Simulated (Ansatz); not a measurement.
# Si under uniaxial strain: field gradients at the nuclei

Cell: an entry of the Crystallography Open Database (COD), whose atoms a relaxation with PBE at fixed cell left in place.

```
CELL_PARAMETERS angstrom
0.00000 2.71535 2.71535
2.71535 0.00000 2.71535
2.71535 2.71535 0.00000
ATOMIC_POSITIONS crystal
Si 0.00000 0.00000 0.00000
Si 0.25000 0.25000 0.25000
```

Atom numbers follow the list; atoms alike are taken as one site, whose name carries the number of the first.

All values are calculated (Ansatz; DFT, PBE, plane waves and PAW, scalar-relativistic, 420 eV cutoff, Γ-centred 14×14×14 k-points, Fermi–Dirac smearing 0.02 eV), not measured.

The cell is stretched along z (the third Cartesian axis of the run's cell), x and y held, and the ions relax again each time.

| strain along z (%) | Si: V along z (10²¹ V/m²) |
| --- | --- |
| -3 | 0.04 |
| -2 | 0.02 |
| -1 | 0.01 |
| 0 | 0.00 |
| +1 | -0.01 |
| +2 | -0.02 |
| +3 | ? |

Task: Estimate the row at +3 % from the others.

Result: Si: -0.02. Worked for Si: a straight line through the other 6 rows has a slope of -0.011 × 10²¹ V/m² per per cent of strain and gives -0.03 at +3 %, against -0.02 from the run; the response is too small for these digits to tell its shape. Without strain Si sits on a cubic site without a gradient, so the whole gradient comes from the strain.
